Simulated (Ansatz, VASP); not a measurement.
One calculation of Ir, two programs

Contents of INCAR:

```
SYSTEM = Ir
PREC = Accurate
ENCUT = 600
EDIFF = 1E-6
ISMEAR = -1
SIGMA = 0.05
LREAL = .FALSE.
LASPH = .TRUE.
NELM = 100
ALGO = Normal
ISIF = 3
LWAVE = .FALSE.
LCHARG = .FALSE.
GGA = PS
IBRION = 2
NSW = 60
EDIFFG = -0.005
```

File KPOINTS:

```
Automatic mesh
0
G
  17 17 17
  0 0 0
```

The input POSCAR:

```
Ir
1.0
    2.4761225395      0.0000000000      0.0000000000
    0.0000000000      2.4761225395      0.0000000000
    0.0000000000      0.0000000000      2.4761225395
Ir
1
Direct
    0.0000000000      0.0000000000      0.0000000000
```

Input for Ansatz:

```yaml
crystal:
  lattice:
    - [2.4761225395, 0.0, 0.0]
    - [0.0, 2.4761225395, 0.0]
    - [0.0, 0.0, 2.4761225395]
  atoms:
    - { symbol: Ir, position: [0.0, 0.0, 0.0] }
kpoints:
  mp_grid: { grid: [17, 17, 17] }
scf:
  occupations: { method: fermi_dirac, width: 0.05 }
hamiltonian:
  xc: pbesol
  pseudopotentials: { kind: paw }
output:
  forces: true
  stress: true
relax:
  f_tol: 0.005
  max_steps: 40
  cell: {}
```

Alike in both runs: task relaxation of cell and atoms; functional PBEsol; k mesh 17 × 17 × 17; occupations fermi-dirac, width 0.05 eV; no spin polarisation.

|  | VASP | Ansatz |
| --- | --- | --- |
| version | VASP 6.6.1 | Ansatz 0.2.0 |
| potentials or method | VASP PAW PBE potentials, release 64 (Ir) | PAW with Ansatz's default frozen-core files, scalar-relativistic |
| plane-wave cutoff (eV) | 600 | 420 |
| valence electrons in the cell | 9 | 17 |

|  | VASP | Ansatz | Ansatz less VASP |
| --- | --- | --- | --- |
| relaxed volume (Å³/atom) | 16.43 | 16.40 | -0.028 |
| relaxed cell length with the largest relative difference (Å) | 2.542 | 2.541 | -0.0015 |
| energy change over the relaxation (meV/atom) | -96 | -90 | +5.2 |

The two sets of potentials don't hold the same shells in valence.

Caveats: the PAW data sets were made with another functional, which shifts forces and pressure a little (VASP). The runs have no spin-orbit coupling, so splittings on Ir are missing.
